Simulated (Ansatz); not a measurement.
The system is TaN.

```
Ta N
1.0
     3.05000    0.00000    0.00000
    -1.52500    2.64138    0.00000
     0.00000    0.00000    4.94000
Ta N
2 2
Direct
  0.33333 0.66667 0.00000
  0.66667 0.33333 0.50000
  0.33333 0.66667 0.38500
  0.66667 0.33333 0.88500
```

| Quantity | Value |
| --- | --- |
| Program | Ansatz 0.2.0 |
| Task | relaxation of cell and atoms |
| Functional | r2SCAN |
| Potentials or basis | Ansatz PAW |
| Cutoff | 500 eV (not typed: the program's choice for these potentials) |
| k mesh | 10 × 10 × 6 |
| Occupations | fermi-dirac, width 0.05 eV |
| Spin | no spin polarisation |
| Hubbard terms | Ta d U = 1 eV |

At the start: volume 9.95 Å³/atom.

How do energy, volume and symmetry change on relaxing?

It ends after 13 steps and the volume is 12.99 Å³/atom (+30.5 %); space group P6_3mc (No. 186, to 0.05 Å).

The path:
| step | energy change (eV) | largest force (eV/Å) | volume (Å³) |
| --- | --- | --- | --- |
| 1 | 0.0000 | 2.4568 | 39.80 |
| 2 | -3.4768 | 1.8139 | 45.73 |
| 3 | -4.6115 | 1.3998 | 49.40 |
| 4 | -5.1463 | 0.6720 | 51.73 |
| 5 | -5.4013 | 0.1070 | 52.69 |
| 6 | -5.4614 | 0.1848 | 52.48 |
| 7 | -5.4703 | 0.0128 | 51.84 |
| 8 | -5.4703 | 0.0076 | 51.87 |
| 9 | -5.4703 | 0.0042 | 51.85 |
| 10 | -5.4703 | 0.0000 | 51.86 |
| 11 | -5.5073 | 0.0007 | 51.86 |
| 12 | -5.5084 | 0.0026 | 51.95 |
| 13 | -5.5084 | 0.0026 | 51.95 |

Final structure:
```cif
data_structure
_symmetry_space_group_name_H-M 'P 1'
_symmetry_Int_Tables_number 1
_cell_length_a 3.1353
_cell_length_b 3.1353
_cell_length_c 6.1022
_cell_angle_alpha 90.000
_cell_angle_beta 90.000
_cell_angle_gamma 120.000
_cell_volume 51.95
loop_
_atom_site_label
_atom_site_type_symbol
_atom_site_fract_x
_atom_site_fract_y
_atom_site_fract_z
_atom_site_occupancy
Ta1 Ta 0.33333 0.66667 0.03159 1
Ta2 Ta 0.66667 0.33333 0.53159 1
N1 N 0.33333 0.66667 0.35341 1
N2 N 0.66667 0.33333 0.85341 1
```

Caveat: the electronic state changed during the relaxation; the volume moved by over 15 % at a fixed basis, so the end points are rough; the plane-wave basis is chosen anew once the cell has moved, so the energies of steps on either side of that aren't comparable; U without spin polarisation on a metal has little footing; the PAW data sets come from PBE, with cores solved anew for the run's functional, which leaves a small shift of forces and pressure.
